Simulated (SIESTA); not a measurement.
Runs of SIESTA 5.4.2 on FeO (Wuestite). It takes space group Fm-3m (No. 225, cubic). The conventional cell has a = 4.311 Å, b = 4.311 Å, c = 4.311 Å, α = 90.00°, β = 90.00°, γ = 90.00°. Fe (site symmetry m-3m) is surrounded by 6 O at 2.16 Å. Around O (site symmetry m-3m) lie 6 Fe at 2.16 Å. 

```csv
task,level,potentials or basis,cell,k mesh,optimiser,force tolerance,energy shift,gap on the mesh (eV),pressure (GPa),moment (μB),V0 of scaled cells (Å³/atom),B0 (GPa)
band structure,PBE,"PseudoDojo 0.4 standard (PBE files), DZP (energy shift 0.003 Ry; two zetas on semicore shells)",as given,11 × 11 × 11,-,-,0.003 Ry,none,0.3,4.00,-,-
relaxation of cell and atoms,PBEsol,"PseudoDojo 0.4 standard (PBEsol files), DZP (energy shift 0.002 Ry)",relaxed,8 × 8 × 8,CG,0.01 eV/Å,0.002 Ry,none,-0.1,4.00,-,-
equation of state,PBEsol,"PseudoDojo 0.4 standard (PBEsol files), DZP (energy shift 0.003 Ry; two zetas on semicore shells)",as given,11 × 11 × 11,-,-,0.003 Ry,-,-,-,9.61,213
band structure,PBEsol,"PseudoDojo 0.4 standard (PBEsol files), DZP (energy shift 0.003 Ry; two zetas on semicore shells)",as given,11 × 11 × 11,-,-,0.003 Ry,none,(b),4.00,-,-
single point,PBE,"PseudoDojo 0.4 standard (PBE files), DZP (energy shift 0.003 Ry; two zetas on semicore shells)",as given,8 × 8 × 8,-,-,0.003 Ry,none,0.4,4.00,-,-
band structure,PBEsol,"PseudoDojo 0.4 standard (PBEsol files), TZP (energy shift 0.002 Ry)",as given,8 × 8 × 8,-,-,0.002 Ry,none,-8.1,4.00,-,-
single point,vdW-DF-cx,"PseudoDojo 0.4 standard (PBE files), DZP (energy shift 0.003 Ry; two zetas on semicore shells)",as given,8 × 8 × 8,-,-,0.003 Ry,none,(a),4.00,-,-
equation of state,PBE,"PseudoDojo 0.4 standard (PBE files), DZP (energy shift 0.002 Ry)",as given,11 × 11 × 11,-,-,0.002 Ry,-,-,-,10.04,187
```

Alike in all rows: spin collinear, ferromagnetic start; smearing fermi-dirac 0.05 eV; grid cutoff 800 Ry.

**Question.** Estimate the missing entries.

**Answer.** (a) -5.8; (b) -7.8.

Caveats: the basis of atomic orbitals isn't converged, which shifts pressures, moduli and gaps; a cell with one magnetic atom can't hold antiferromagnetic order, which such compounds often take (some runs); semilocal functionals often make such compounds metallic where correlation or magnetic order opens a gap, which also shifts bond lengths (some runs); short orbitals over semicore shells can move pressures by several GPa (some runs); semicore shells carry a single zeta, which can move pressures by several GPa and volumes by a few percent (some runs); the potentials were made for another functional, which shifts forces and pressure (some runs).

A k mesh can miss the band edges.

A gap of «none» marks a metal or a gap under the smearing width.

Not every run made on this cell is shown here.
